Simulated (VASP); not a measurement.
The system is MgSe.

```xyz
2
Lattice="0.0000 2.7250 2.7250 2.7250 0.0000 2.7250 2.7250 2.7250 0.0000" Properties=species:S:1:pos:R:3 pbc="T T T"
Mg    0.0000    0.0000    0.0000
Se    2.7250    2.7250    2.7250
```

The cell was built by a generator and needn't be a form met in nature.

```yaml
Program: VASP 6.6.1
Task: relaxation of cell and atoms
Functional: PBE
Potentials_or_basis: VASP PAW PBE potentials, release 64 (Mg, Se)
Cutoff: 600 eV
k_mesh: 8 × 8 × 8
Occupations: gaussian, width 0.02 eV
Spin: no spin polarisation
```

At the start: pressure 1.9 GPa; volume 20.23 Å³/atom.

Task: Where does the relaxation end?

Result: Over 3 steps the energy falls by 3.6 meV/atom and the volume is 20.85 Å³/atom (+3.0 %); space group Fm-3m (No. 225, to 0.05 Å).

Step by step:
```tsv
step	energy change (eV)	largest force (eV/Å)	pressure (GPa)	volume (Å³)
1	0.0000	0.0000	1.95	40.47
2	-0.0070	0.0000	-0.33	41.93
3	-0.0072	0.0000	0.00	41.69
```

Final structure:
```
Mg Se
1.0
     0.00000    2.75218    2.75218
     2.75218    0.00000    2.75218
     2.75218    2.75218    0.00000
Mg Se
1 1
Direct
  0.00000 0.00000 0.00000
  0.50000 0.50000 0.50000
```
